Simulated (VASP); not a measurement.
A run of VASP 6.6.1:

File POSCAR:

```
Sc
1.0
    0.0000000000      2.2533430000      2.2533430000
    2.2533430000      0.0000000000      2.2533430000
    2.2533430000      2.2533430000      0.0000000000
Sc
1
Direct
    0.0000000000      0.0000000000      0.0000000000
```

Contents of INCAR.step1:

```
PREC     = Accurate       # precision mode
ENCUT    = 520            # plane-wave cutoff, eV
ISMEAR   = -5             # smearing method
SIGMA    = 0.1            # smearing width, eV
LREAL    = F              # projectors in reciprocal space
LASPH    = T              # aspherical terms in the spheres
NELM     = 100            # most SCF steps
LMAXMIX  = 4              # l up to which the mixer works
NBANDS   = 12             # bands
GGA      = PE             # functional
ALGO     = Normal         # electronic algorithm
EDIFF    = 1E-4           # SCF threshold, eV
LWAVE    = T              # write WAVECAR
LCHARG   = F              # write CHGCAR
```

Contents of INCAR.step2:

```
PREC     = Accurate       # precision mode
ENCUT    = 520            # plane-wave cutoff, eV
EDIFF    = 1E-6           # SCF threshold, eV
ISMEAR   = -1             # smearing method
SIGMA    = 0.1            # smearing width, eV
LREAL    = F              # projectors in reciprocal space
LASPH    = T              # aspherical terms in the spheres
NELM     = 100            # most SCF steps
ALGO     = Normal         # electronic algorithm
ISIF     = 2              # what is computed and relaxed
LWAVE    = F              # write WAVECAR
LCHARG   = F              # write CHGCAR
LMAXMIX  = 4              # l up to which the mixer works
METAGGA  = R2SCAN         # meta-GGA
LMIXTAU  = T            
LORBIT   = 11             # projections on sites
NBANDS   = 12             # bands
ISTART   = 1
```

KPOINTS

```
regular mesh
0
Gamma
  13 13 13
```

Potentials or basis: VASP PAW PBE potentials, release 64 (Sc_sv).

Command:

```sh
$ cat potpaw_PBE.64/Sc_sv/POTCAR > POTCAR
$ cp INCAR.step1 INCAR
$ mpirun -np 1 vasp_std > vasp.out
$ cp INCAR.step2 INCAR
$ mpirun -np 1 vasp_std > vasp.out
```

Hardware: 1 thread of AMD EPYC 7R43 64-Core Processor (Zen 3) (shared host).

Q: How long does it take, and how much memory?

A: Run time: 2 min on 1 thread of AMD EPYC 7R43 64-Core Processor (Zen 3) (shared host), peak memory 0.11 GiB. Counts: scf iterations 11, k points 84.
